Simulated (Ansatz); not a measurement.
## SCF log, CuO

The cell (4 atoms) is CuO as an experimental structure (space group C2/c). Source: COD entry 9015924, which need not be the ambient phase.

These are results of DFT, PBE+U, PAW, plane waves, scalar-relativistic (Ansatz development build ahead of 0.2.0), not measurements.

Input:

```yaml
crystal:
  lattice:
    - [2.3416, -1.7144, 0.0]
    - [2.3416, 1.7144, 0.0]
    - [-0.82974, 0.0, 5.06215]
  atoms:
    - { symbol: Cu, position: [0.0, 0.5, 0.0], spin: 1.0 }
    - { symbol: Cu, position: [0.5, 0.0, 0.5], spin: 1.0 }
    - { symbol: O, position: [0.5719, 0.4281, 0.25] }
    - { symbol: O, position: [0.4281, 0.5719, 0.75] }
  symmetry: { detect: false, time_reversal: true }
magnetization:
  spin_polarized: true
hamiltonian:
  xc: pbe
  pseudopotentials: { kind: paw }
  hubbard:
    sites:
      - { site: 0, l: d, u_eff: 2.7, starting_ns: [{ spin: up, occupation_matrix: s0up }, { spin: down, occupation_matrix: s0down }] }
      - { site: 1, l: d, u_eff: 2.7, starting_ns: [{ spin: up, occupation_matrix: s1up }, { spin: down, occupation_matrix: s1down }] }
    occupation_matrices:
      s0up:
        matrix:
          - [0.999999, 0.0, 0.0, 0.0, 0.0]
          - [0.0, 0.999999, 0.0, 0.0, 0.0]
          - [0.0, 0.0, 0.999999, 0.0, 0.0]
          - [0.0, 0.0, 0.0, 0.999999, 0.0]
          - [0.0, 0.0, 0.0, 0.0, 0.999999]
      s0down:
        matrix:
          - [0.999999, 0.0, 0.0, 0.0, 0.0]
          - [0.0, 0.999999, 0.0, 0.0, 0.0]
          - [0.0, 0.0, 0.999999, 0.0, 0.0]
          - [0.0, 0.0, 0.0, 0.999999, 0.0]
          - [0.0, 0.0, 0.0, 0.0, 1.0e-06]
      s1up:
        matrix:
          - [0.999999, 0.0, 0.0, 0.0, 0.0]
          - [0.0, 0.999999, 0.0, 0.0, 0.0]
          - [0.0, 0.0, 0.999999, 0.0, 0.0]
          - [0.0, 0.0, 0.0, 0.999999, 0.0]
          - [0.0, 0.0, 0.0, 0.0, 0.999999]
      s1down:
        matrix:
          - [0.999999, 0.0, 0.0, 0.0, 0.0]
          - [0.0, 0.999999, 0.0, 0.0, 0.0]
          - [0.0, 0.0, 1.0e-06, 0.0, 0.0]
          - [0.0, 0.0, 0.0, 0.999999, 0.0]
          - [0.0, 0.0, 0.0, 0.0, 0.999999]
basis:
  ecutwfc: 420
kpoints:
  mp_grid: { grid: [8, 8, 4] }
scf:
  occupations: { method: fermi_dirac, width: 0.03 }
  lower_state_search: "off"
  max_iter: 200
output:
  forces: true
  stress: true
```

Command:
```sh
ansatz run input.yaml --threads 2 --pin off --max-ram 5120MiB --backend cpu --events-out ev --progress --plain --runs-dir out
```

Program output, abridged:

```
Cu: projections on atomic orbitals take those of the free atom [Ne] 3s2 3p6 3d10 4s1, of charge +0.00 (hamiltonian.pseudopotentials.projection_atoms); the dataset's partial waves leave at most 2.0e-6 of an orbital's norm unspanned inside its sphere
O: projections on atomic orbitals take those of the free atom [He] 2s2 2p4, of charge +0.00 (hamiltonian.pseudopotentials.projection_atoms); the dataset's partial waves leave at most 1.9e-8 of an orbital's norm unspanned inside its sphere
Pseudopotentials: kind: paw
Pseudopotential: Cu, paw, valence charge 19, recommended cutoff 420 eV (normal), Cu.paw.azcp
Pseudopotential: O, paw, valence charge 6, recommended cutoff 420 eV (normal), O.paw.azcp
Functional definition: PBE
Crystal: 4 atoms, lattice volume = 40.643 Å³
Basis set: ecut = 420 eV, 791 PW (Γ), exchange–correlation on 40×40×72 points (8 copies of the dense FFT grid, shifted against one another)
Bands: 32, of which v1, the nominal top of the filled ones, is band 25 counted from 1 (24 counted from 0)
Symmetry: 1 space group operations
k-points: 132 of 256 (time reversal used)
Non-local potential: Cu, projectors of the file, l = 0: 3, l = 1: 2, l = 2: 3, l = 3: 1
Non-local potential: O, projectors of the file, l = 0: 2, l = 1: 2, l = 2: 1
Initial density: superposition of atomic densities (chi_scale 0.1, normalization cell, long waves kept (reshape's long-wave potential 0.00 eV rms))
Starting moments: Σ|m| = 2 μB on 2 of 4 sites
Initial wavefunctions: pseudopotential atomic-orbital guess
Functional: x = pbe(κ = 0.804, μ = 0.2195149727645171), c = pbe(β = 0.06672455060314922)
iter 1 solved again at ethr=1.17e-3 eV; its pass at ethr=3.10e-3 eV (dr2=5.84e-1 eV) is discarded
SCF iter   1: F=—  HF=-14378.444460 eV  |F-HF|=—  |Δ(HF+E_count)|=         —  Δρ=7.70e-2 (↑6.62e-2 ↓7.70e-2)  dr2=5.85e-1  dr2_m=1.58e0  M=0.902 μB ∫|m|=0.946 μB  β_m=0.30  ethr=1.17e-3  ⟨swp⟩=1.0  Hψ=41089  notcnv=0
preconditioner: auto → Kerker (q_TF=auto, 2.824 Å⁻¹)  [metal: Δε(μ)=0.018 eV  Ē_g=13.957 eV  σ=0.030 eV  W_gap=0.15  n_scr=20 (ndim 8)  ℏωp=34.0 eV  f_vac=0.000  D(μ)=2.87/eV (n_scr^D=32)]
spin=Collinear: Kerker preconditioning applied to the charge; magnetization (m = ρ↑ − ρ↓) channel mixes plain (no charge-response kernel on spin).
SCF iter   2: F=—  HF=-14378.683456 eV  |F-HF|=—  |Δ(HF+E_count)|=   2.39e-1  Δρ=4.85e-2 (↑4.85e-2 ↓3.89e-2)  dr2=4.90e-1  dr2_m=4.67e-1  M=1.181 μB ∫|m|=1.214 μB  β_m=0.30  ethr=1.17e-3  ⟨swp⟩=2.4  Hψ=12199  notcnv=0
SCF iter   3: F=—  HF=-14379.574460 eV  |F-HF|=—  |Δ(HF+E_count)|=   8.91e-1  Δρ=5.35e-2 (↑4.50e-2 ↓5.35e-2)  dr2=2.93e-1  dr2_m=7.65e-1  M=0.764 μB ∫|m|=0.824 μB  β_m=0.30  ethr=9.79e-4  ⟨swp⟩=2.0  Hψ=12412  notcnv=0  defer=456
SCF iter   4: F=—  HF=-14380.302624 eV  |F-HF|=—  |Δ(HF+E_count)|=   7.28e-1  Δρ=3.85e-2 (↑3.85e-2 ↓3.05e-2)  dr2=4.58e-2  dr2_m=4.21e-1  M=0.752 μB ∫|m|=0.812 μB  β_m=0.30  ethr=5.85e-4  ⟨swp⟩=2.1  Hψ=12316  notcnv=0  defer=463
SCF iter   5: F=—  HF=-14380.681667 eV  |F-HF|=—  |Δ(HF+E_count)|=   3.79e-1  Δρ=3.02e-2 (↑3.02e-2 ↓2.72e-2)  dr2=3.61e-2  dr2_m=2.83e-1  M=0.691 μB ∫|m|=0.749 μB  β_m=0.30  ethr=9.16e-5  ⟨swp⟩=2.0  Hψ=11594  notcnv=0  defer=467
SCF iter   6: F=—  HF=-14380.886916 eV  |F-HF|=—  |Δ(HF+E_count)|=   2.05e-1  Δρ=2.59e-2 (↑1.88e-2 ↓2.59e-2)  dr2=2.27e-2  dr2_m=1.82e-1  M=0.646 μB ∫|m|=0.700 μB  β_m=0.30  ethr=7.22e-5  ⟨swp⟩=2.0  Hψ=16288  notcnv=0  defer=464
SCF iter   7: F=—  HF=-14381.000138 eV  |F-HF|=—  |Δ(HF+E_count)|=   1.13e-1  Δρ=1.95e-2 (↑1.76e-2 ↓1.95e-2)  dr2=1.17e-2  dr2_m=1.24e-1  M=0.602 μB ∫|m|=0.655 μB  β_m=0.30  ethr=4.54e-5  ⟨swp⟩=2.0  Hψ=11281  notcnv=0  defer=463
SCF iter   8: F=—  HF=-14381.069686 eV  |F-HF|=—  |Δ(HF+E_count)|=   6.95e-2  Δρ=1.55e-2 (↑1.46e-2 ↓1.55e-2)  dr2=9.07e-4  dr2_m=8.39e-2  M=0.567 μB ∫|m|=0.620 μB  β_m=0.30  ethr=2.33e-5  ⟨swp⟩=2.0  Hψ=12825  notcnv=0  defer=462
[... 18 iterations left out ...]
SCF iter  27: F=—  HF=-14381.280140 eV  |F-HF|=—  |Δ(HF+E_count)|=   6.67e-2  Δρ=8.38e-3 (↑8.38e-3 ↓5.52e-3)  dr2=3.97e-3  dr2_m=1.72e-2  M=0.029 μB ∫|m|=1.224 μB  β_m=0.81  ethr=9.06e-7  ⟨swp⟩=3.4  Hψ=22057  notcnv=0  defer=498
SCF iter  28: F=—  HF=-14381.285340 eV  |F-HF|=—  |Δ(HF+E_count)|=   5.20e-3  Δρ=5.33e-3 (↑5.33e-3 ↓5.04e-3)  dr2=5.60e-4  dr2_m=9.73e-3  M=0.018 μB ∫|m|=1.257 μB  β_m=0.91  ethr=9.06e-7  ⟨swp⟩=2.0  Hψ=15732  notcnv=0  defer=489
SCF iter  29: F=—  HF=-14381.292130 eV  |F-HF|=—  |Δ(HF+E_count)|=   6.79e-3  Δρ=1.60e-3 (↑1.32e-3 ↓1.60e-3)  dr2=1.80e-4  dr2_m=7.38e-4  M=0.002 μB ∫|m|=1.320 μB  β_m=0.95  ethr=9.06e-7  ⟨swp⟩=2.1  Hψ=15450  notcnv=0  defer=489
SCF iter  30: F=—  HF=-14381.292477 eV  |F-HF|=—  |Δ(HF+E_count)|=   3.47e-4  Δρ=8.89e-4 (↑4.68e-4 ↓8.89e-4)  dr2=7.71e-5  dr2_m=1.64e-4  M=0.001 μB ∫|m|=1.328 μB  β_m=0.81  ethr=3.59e-7  ⟨swp⟩=2.0  Hψ=14041  notcnv=0  defer=488
SCF iter  31: F=—  HF=-14381.292559 eV  |F-HF|=—  |Δ(HF+E_count)|=   8.19e-5  Δρ=3.96e-4 (↑3.57e-4 ↓3.96e-4)  dr2=8.84e-6  dr2_m=4.98e-5  M=-0.000 μB ∫|m|=1.343 μB  β_m=0.91  ethr=1.54e-7  ⟨swp⟩=2.0  Hψ=14046  notcnv=0  defer=488
SCF iter  32: F=—  HF=-14381.292588 eV  |F-HF|=—  |Δ(HF+E_count)|=   2.88e-5  Δρ=5.60e-5 (↑5.60e-5 ↓4.43e-5)  dr2=3.71e-6  dr2_m=3.92e-7  M=-0.000 μB ∫|m|=1.339 μB  β_m=0.95  ethr=1.77e-8  ⟨swp⟩=2.0  Hψ=13502  notcnv=0  defer=488
SCF iter  33: F=—  HF=-14381.292587 eV  |F-HF|=—  |Δ(HF+E_count)|=   2.65e-7  Δρ=2.58e-5 (↑8.55e-6 ↓2.58e-5)  dr2=2.95e-7  dr2_m=5.14e-8  M=0.000 μB ∫|m|=1.339 μB  β_m=0.98  ethr=7.41e-9  ⟨swp⟩=2.3  Hψ=10441  notcnv=0  defer=488
iter 34 did not close the SCF: its close was put off for a magnetic moment that had not settled (scf_convergence_deferred on its scf_iter line)
SCF iter  34: F=-14381.292587 eV  HF=-14381.292587 eV  |F-HF|=5.05e-8  |Δ(HF+E_count)|=   3.36e-8  Δρ=1.64e-5 (↑1.64e-5 ↓9.61e-6)  dr2=8.55e-8  dr2_m=5.13e-8  M=-0.000 μB ∫|m|=1.339 μB  β_m=0.92  ethr=2.00e-10  ⟨swp⟩=2.2  Hψ=27887  notcnv=0
iter 35 did not close the SCF: its close was put off for a magnetic moment that had not settled (scf_convergence_deferred on its scf_iter line)
SCF iter  35: F=-14381.292587 eV  HF=-14381.292587 eV  |F-HF|=1.38e-8  |Δ(HF+E_count)|=   9.33e-9  Δρ=7.68e-6 (↑7.68e-6 ↓3.94e-6)  dr2=2.46e-8  dr2_m=8.34e-9  M=-0.000 μB ∫|m|=1.339 μB  β_m=0.86  ethr=1.71e-10  ⟨swp⟩=2.0  Hψ=25630  notcnv=0
SCF iter  36: F=-14381.292587 eV  HF=-14381.292587 eV  |F-HF|=5.63e-9  |Δ(HF+E_count)|=  9.33e-10  Δρ=3.79e-6 (↑1.78e-6 ↓3.79e-6)  dr2=7.82e-9  dr2_m=9.91e-10  M=0.000 μB ∫|m|=1.339 μB  ethr=4.92e-11  ⟨swp⟩=1.7  Hψ=23003  notcnv=0
WARN: the starting moments were not kept: 1 of 2 ended reversed and 1 kept their direction, counting a site from 0.1 of the cell's largest site moment. The largest reversed, site 0 (counted from 0, in the order of the report's site_moments_mub), started with +1.0 μB and closes at -4.9e-1 μB in its sphere. The net magnetisation is 2.1e-6 μB in size, at most 0.1 of the 2 μB that the starting moments add up to as vectors. The SCF closed on another magnetic arrangement than the starting moments describe; [...]
SCF 1 converged in 36 iterations: F = -14381.292587 eV  dr2 = 7.82e-9
  greatest PAW one-centre occupation: 1.000 electrons in one spin orbital (limit 2), on the Cu atom at site 1 (counted from 0), in its partial waves of l = 0
SCF converged after 36 iterations
Magnetization: 0.0000 μB (25.0000 up, 25.0000 down)
Absolute magnetization: 1.3254 μB (∫|ρ↑−ρ↓|, with the PAW one-centre terms)
Spin contamination: 0.7194 ħ² per cell (⟨S²⟩ above its minimum at these occupations)
Per-site moments (μB) at R_I (Å): [(-0.4908, 0.7985), (0.4908, 0.7985), (-1.2573e-6, 0.7985), (-1.2533e-6, 0.7985)]
Free energy (F): -14381.292587 eV
Harris-Foulkes:  -14381.292587 eV  (|F-HF|=5.63e-9)
Internal energy: -14381.292031 eV  (E = F + TS)
E sigma→0 (E₀):  -14381.292309 eV
Entropy (-TS):   -0.000556 eV (-0.139 meV/atom)
Fermi energy:    11.973078 eV
--- Per-component energies (eV) ---
  E_band       = -881.889374
  E_kinetic    = 943.543609
  E_local      = -9682.256366  (includes V_loc(G=0)·N_el)
  E_nonlocal   = 877.856158
  E_hartree    = 4193.307602
  E_xc         = -323.981284
  E_vxc        = -415.910490  (∫ρ·V_xc dr)
  E_hubbard    = 0.954313  (on-site DFT+U / exact-exchange correction)
  E_vhub       = -23.450496  (the Hubbard potential's part of the band-sum identity)
  E_paw        = -3638.803886  (= ΣΔE_a)
  E_vpaw       = -968.294379  (= ΣTr[D̂ρ^β])
  E_aug_tail   = 0.005564  (compensation charges beyond the density's cutoff)
  E_ewald      = -6751.917741
  E_smearing   = -0.000556  (= −TS)
  E_closure    = 0.000000  (closes the sum)
  Σ components = -14381.292587   (vs F -14381.292587, Δ=0.00e0)
--- Specified on-site occupations, and those of the state reported ---
  electrons in the specified blocks: 18.0000 specified, 18.7845 found
  site 0 (l=d) ↓: largest change of an orbital's occupation 0.9803; electrons 4.0000 specified, 4.9265 found; spectral distance 0.9678
  site 1 (l=d) ↓: largest change of an orbital's occupation 0.8760; electrons 4.0000 specified, 4.4657 found; spectral distance 0.4988
  site 0 (l=d) ↑: largest change of an orbital's occupation 0.5018; electrons 5.0000 specified, 4.4657 found; spectral distance 0.5025
  site 1 (l=d) ↑: largest change of an orbital's occupation 0.0326; electrons 5.0000 specified, 4.9265 found; spectral distance 0.0421
--- Forces (eV/Å), atoms counted from 1 ---
  atom   1  Cu     0.00000103     0.00000212    -0.00001303
  atom   2  Cu    -0.00000102     0.00000213     0.00001304
  atom   3  O     -0.00000994    -0.06359934     0.00004497
  atom   4  O      0.00000992     0.06359363    -0.00004498
  max |Σ_I F_I| component: 1.46e-6 eV/Å
--- Stress (GPa, compression-positive) ---
        6.300223      -0.000050       0.126131
       -0.000052       7.958621      -0.000042
        0.126140      -0.000041       8.691962
  P = ⅓ Tr σ = 7.6503 GPa (76.503 kbar)
```

Among 16 converged runs of this cell from various starts and settings, this end is the lowest found.

A static U favours moments and orbital order; the result depends on U and need not be the measured state. The mesh is too coarse to rank close states of a metal with certainty: differences of some tens of meV/atom may change, at times in sign. The program warns that the starting moments weren't kept.

The run took 52 s on 2 threads of Arm Neoverse V2, on a shared host, peak memory 0.57 GiB.
